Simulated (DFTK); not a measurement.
# NaF (Villiaumite) (Fm-3m) in DFTK: notebook, part 2 of 2

DFTK 0.8.2. The steps go on from the part before.

**11. Band structure, BJ06**

run.jl

```julia
using DFTK
using PseudoPotentialData
using Unitful, UnitfulAtomic
using LinearAlgebra, Printf
include("save.jl")
disable_threading()

lines     = readlines("NaF.xyz")
cell_ang  = reshape(parse.(Float64, split(match(r"Lattice=\"([^\"]+)\"", lines[2])[1])), 3, 3)
lattice   = austrip(1u"Å") * cell_ang
symbols   = [Symbol(split(l)[1]) for l in lines[3:end]]
positions = [round.(cell_ang \ parse.(Float64, split(l)[2:4]); digits=9) for l in lines[3:end]]
pseudopotentials = Dict(:F => "F.upf", :Na => "Na.upf")
elements = Dict(s => ElementPsp(s, pseudopotentials; rcut=10.0) for s in unique(symbols))
atoms    = [elements[s] for s in symbols]

build_model(lattice, positions; symmetries=true) =
    model_DFT(lattice, atoms, positions;
              functionals=[:mgga_x_tb09, :lda_c_pw],
              temperature=austrip(0.05u"eV"),
              smearing=Smearing.FermiDirac(),
              symmetries)
Ecut  = 46.0  # hartree
kgrid = [8, 8, 8]
tol   = 1e-6
to_GPa = ustrip(uconvert(u"GPa", 1u"hartree/bohr^3"))

model = build_model(lattice, positions)
basis = PlaneWaveBasis(model; Ecut, kgrid)
display(basis)
scfres = self_consistent_field(basis;
                               tol,
                               nbandsalg=AdaptiveBands(model; n_bands_converge=13))
display(scfres.energies)
@printf "Fermi level: %.6f eV\n" ustrip(auconvert(u"eV", something(scfres.εF, NaN)))
println("Levels at the first k-point (eV): ", round.(ustrip.(auconvert.(u"eV", scfres.eigenvalues[1][1:scfres.n_bands_converge])); digits=4))
save_scf!(scfres)

points = Dict("G" => [0.0, 0.0, 0.0], "K" => [0.375, 0.375, 0.75], "L" => [0.5, 0.5, 0.5], "U" => [0.625, 0.25, 0.625], "W" => [0.5, 0.25, 0.75], "X" => [0.5, 0.0, 0.5])
segments = [("G", "X", 7), ("X", "W", 4), ("W", "K", 3), ("K", "G", 7), ("G", "L", 6), ("L", "U", 4), ("U", "W", 3), ("W", "L", 5), ("L", "K", 4), ("U", "X", 3)]
kcoords = vcat([[points[a] + t * (points[b] - points[a]) for t in range(0, 1, n)] for (a, b, n) in segments]...)
bands = compute_bands(scfres, ExplicitKpoints(kcoords); n_bands=15, tol=1e-5)
for (k, ε) in zip(bands.basis.kpoints, bands.eigenvalues)
    @printf "%d %8.4f %8.4f %8.4f " k.spin k.coordinate...
    println(join([@sprintf("%9.4f", e) for e in ustrip.(auconvert.(u"eV", ε .- scfres.εF))]))
end
results["band_energies"] = rows(bands.eigenvalues); results["band_kpoints"] = rows(kcoords)
```

NaF.xyz

```xyz
2
Lattice="0.0000000000 2.3200000000 2.3200000000 2.3200000000 0.0000000000 2.3200000000 2.3200000000 2.3200000000 0.0000000000" Properties=species:S:1:pos:R:3 pbc="T T T"
Na     0.0000000000      0.0000000000      0.0000000000
F      2.3200000000      2.3200000000      2.3200000000
```

Potentials or basis: in-house norm-conserving set (r2SCAN, scalar relativistic).

The run is started by

```console
$ julia --threads=1 run.jl  # save.jl only writes the numbers to a file and isn't shown; printed stress counts tension as positive; times include loading and compiling
```

Output:

```text
[... set-up lines left out ...]
n     Energy            log10(ΔE)   log10(Δρ)   log10(Δτ)   Diag   Δtime
---   ---------------   ---------   ---------   ---------   ----   ------
  1   -58.86429721386                   -0.56        1.20    4.9    5.68s
  2   -59.76695763977       -0.04       -0.28        0.56    3.1    4.68s
  3   -59.41086242931   +   -0.45       -0.78        0.17    3.8    4.17s
  4   -59.57722765888       -0.78       -0.62       -0.35    3.3    3.97s
  5   -59.41848109310   +   -0.80       -0.75       -0.23    2.5    3.40s
  6   -58.93623365339   +   -0.32       -0.38        0.11    3.5    3.12s
  7   -59.39251675139       -0.34       -0.67        0.03    3.2    3.71s
  8   -58.11026120742   +    0.11        0.20        0.71    6.0    5.13s
  9   -58.82098342781       -0.15       -0.60        0.79    6.2    5.73s
 10   -58.65633047798   +   -0.78        0.13        0.75    6.3    5.75s
 11   -59.11572498431       -0.34        0.10       -0.19    4.2    4.19s
 12   -59.62497955773       -0.29       -0.19        0.28    5.1    4.25s
 13   -59.45740030366   +   -0.78       -0.02        0.07    4.1    4.12s
 14   -59.61618984271       -0.80       -0.12       -0.12    3.7    4.06s
 15   -59.35403769221   +   -0.58       -1.10        0.35    5.2    5.83s
 16   -59.63428920922       -0.55       -0.55       -0.00    4.0    4.30s
 17   -59.52654816130   +   -0.97       -0.75       -0.34    3.3    3.81s
 18   -59.57693270131       -1.30       -0.66       -0.72    2.9    3.55s
 19   -59.54550261240   +   -1.50       -0.73       -0.88    2.0    3.83s
 20   -59.54746807370       -2.71       -0.78       -1.71    1.0    3.16s
 21   -59.54702290156   +   -3.35       -0.84       -1.94    1.9    3.67s
 22   -59.57139812583       -1.61       -0.66       -0.74    2.0    3.25s
 23   -59.51912520312   +   -1.28       -1.02       -0.46    3.2    3.47s
 24   -59.53040341685       -1.95       -1.05       -1.72    2.0    2.44s
 25   -59.51589444743   +   -1.84       -1.17       -1.15    1.9    2.91s
 26   -59.47178524879   +   -1.36       -2.03       -0.68    2.0    3.13s
 27   -59.48951254519       -1.75       -1.77       -1.35    2.7    3.22s
 28   -59.47855712017   +   -1.96       -2.13       -1.39    2.1    3.04s
 29   -59.48339554009       -2.32       -2.32       -1.97    1.1    2.75s
 30   -59.48849133970       -2.29       -2.41       -1.60    2.0    3.21s
 31   -59.48441800129   +   -2.39       -2.83       -1.84    1.6    2.20s
 32   -59.48758008202       -2.50       -2.81       -2.00    2.1    3.38s
 33   -59.48594046932   +   -2.79       -3.70       -2.32    1.6    3.24s
 34   -59.48650422678       -3.25       -3.30       -2.95    2.9    3.75s
 35   -59.48619778968   +   -3.51       -3.68       -3.00    2.0    3.38s
 36   -59.48629359856       -4.02       -3.63       -3.78    1.0    2.78s
 37   -59.48621064362   +   -4.08       -3.85       -3.55    1.0    2.65s
 38   -59.48615445193   +   -4.25       -4.41       -3.52    1.5    2.19s
 39   -59.48618768392       -4.48       -4.19       -4.06    2.1    2.98s
 40   -59.48613163780   +   -4.25       -5.71       -3.66    2.0    4.46s
 41   -59.48615894901       -4.56       -4.73       -4.07    4.4    5.51s
 42   -59.48614382250   +   -4.82       -5.29       -4.28    3.3    3.83s
 43   -59.48614768334       -5.41       -5.18       -5.03    3.1    2.51s
 44   -59.48614374413   +   -5.40       -5.63       -4.83    2.0    3.00s
 45   -59.48614420430       -6.34       -5.70       -6.53    1.1    2.73s
 46   -59.48614382925   +   -6.43       -5.84       -5.79    1.0    2.64s
 47   -59.48614410072       -6.57       -5.78       -6.13    1.0    2.64s
 48   -59.48614277069   +   -5.88       -6.92       -5.32    1.1    2.68s
Energy breakdown (in Ha):
    Kinetic             44.2056226
    AtomicLocal         -68.1928462
    AtomicNonlocal      -16.5200763
    Ewald               -41.8174543
    PspCorrection       1.3030209
    Hartree             22.5896649
    Xc                  -1.0540744
    Entropy             0.0000000

    total               -59.486142770693
Fermi level: 1.037449 eV
Levels at the first k-point (eV): [-49.5991, -22.4053, -22.4053, -22.4053, -21.5532, -2.7926, -2.7926, -2.7926, 4.8675, 17.0722, 17.0722, 17.0722, 20.4979]
1   0.0000   0.0000   0.0000  -50.6366 -23.4428 -23.4428 -23.4428 -22.5907  -3.8300  -3.8300  -3.8300   3.8300  16.0348  16.0348  16.0348  19.4604  20.7123  20.7123
1   0.0833   0.0000   0.0833  -50.6354 -23.5029 -23.4458 -23.4458 -22.5147  -3.9717  -3.8582  -3.8582   4.1358  15.0511  16.1107  16.1107  19.8920  20.8299  20.8869
1   0.1667   0.0000   0.1667  -50.6323 -23.6060 -23.4541 -23.4541 -22.3739  -4.2981  -3.9331  -3.9331   4.9622  13.5600  16.3083  16.3083  18.1711  21.4047  23.4778
1   0.2500   0.0000   0.2500  -50.6280 -23.6624 -23.4655 -23.4655 -22.2796  -4.6303  -4.0309  -4.0309   6.1389  12.2956  16.2094  16.5585  16.5585  22.2414  23.3042
1   0.3333   0.0000   0.3333  -50.6238 -23.6486 -23.4770 -23.4770 -22.2719  -4.8587  -4.1238  -4.1238   7.5335  11.3694  14.2652  16.7918  16.7918  22.1434  23.3298
1   0.4167   0.0000   0.4167  -50.6207 -23.5936 -23.4855 -23.4855 -22.3217  -4.9696  -4.1889  -4.1889   9.0625  10.8080  12.4360  16.9553  16.9553  21.1961  24.4637
[... 38 lines left out ...]
1   0.5625   0.1250   0.5625  -50.6196 -23.5564 -23.5420 -23.4851 -22.3001  -4.9469  -4.3273  -4.2044  10.5178  10.5771  11.1946  16.6441  17.0209  21.6909  25.0654
1   0.5000   0.0000   0.5000  -50.6196 -23.5620 -23.4887 -23.4887 -22.3537  -4.9992  -4.2121  -4.2121  10.5076  10.6202  10.9000  17.0142  17.0142  20.8357  25.0403
```

Run time: 3.3 min. Hardware: 1 thread of Intel Xeon Platinum 8488C (Sapphire Rapids), shared host; peak memory 1.6 GiB.

Results:

* Band gap on the k mesh: 7.66 eV, direct
* Band gap along the path: 7.66 eV, direct

Levels at the corners of the path, in eV from the valence-band top:
```
point  band 4  band 5  band 6  band 7  band 8  band 9  band 10  band 11  band 12  band 13
    Γ  -19.61  -18.76    0.00    0.00    0.00    7.66    19.86    19.86    19.86    23.29
    X  -19.66  -18.52   -1.17   -0.38   -0.38   14.34    14.45    14.73    20.84    20.84
    W  -19.70  -18.35   -0.80   -0.80   -0.53   14.39    14.39    16.29    17.94    24.42
    K  -19.65  -18.36   -0.97   -0.76   -0.35   14.00    14.41    15.81    20.40    20.90
    Γ  -19.61  -18.76    0.00    0.00    0.00    7.66    19.86    19.86    19.86    23.29
    L  -19.62  -18.14   -1.43   -0.24   -0.24   11.99    13.66    20.95    20.95    23.92
    U  -19.65  -18.36   -0.97   -0.76   -0.35   14.00    14.41    15.81    20.40    20.90
    W  -19.70  -18.35   -0.80   -0.80   -0.53   14.39    14.39    16.29    17.94    24.42
    L  -19.62  -18.14   -1.43   -0.24   -0.24   11.99    13.66    20.95    20.95    23.92
    K  -19.65  -18.36   -0.97   -0.76   -0.35   14.00    14.41    15.81    20.40    20.90
    U  -19.65  -18.36   -0.97   -0.76   -0.35   14.00    14.41    15.81    20.40    20.90
    X  -19.66  -18.52   -1.17   -0.38   -0.38   14.34    14.45    14.73    20.84    20.84
```

Caveat: the program leaves the constant c of mgga_x_tb09 at 1, so the potential is Becke-Johnson's (BJ06) and not Tran and Blaha's, with levels but no total energy; the program warned that the kinetic-energy density falls under its von Weizsäcker bound, which can give unphysical results; the potentials were made for another functional, which shifts forces and pressure.

**12. Summary**

| task | level | potentials or basis | cutoff (eV) | gap on the mesh (eV) |
| --- | --- | --- | --- | --- |
| band structure | r2SCAN | in-house norm-conserving set (r2SCAN, scalar relativistic) | 1252 | 7.14 |
| equation of state | PBEsol | SPMS 1.0 (PBE) | 816 | - |
| band structure | BJ06 | in-house norm-conserving set (r2SCAN, scalar relativistic) | 1252 | 7.66 |

Alike in all rows: no spin polarisation; cell as given; k mesh 8 × 8 × 8; smearing fermi-dirac 0.05 eV.

Caveats: the program warned that the kinetic-energy density falls under its von Weizsäcker bound, which can give unphysical results (some runs); the potentials were made for another functional, which shifts forces and pressure (some runs); the fit of the energies and the printed pressures disagree (some runs); the program leaves the constant c of mgga_x_tb09 at 1, so the potential is Becke-Johnson's (BJ06) and not Tran and Blaha's, with levels but no total energy (some runs).

Total energies depend on the potentials used, so only differences within one code and one set of settings carry meaning.
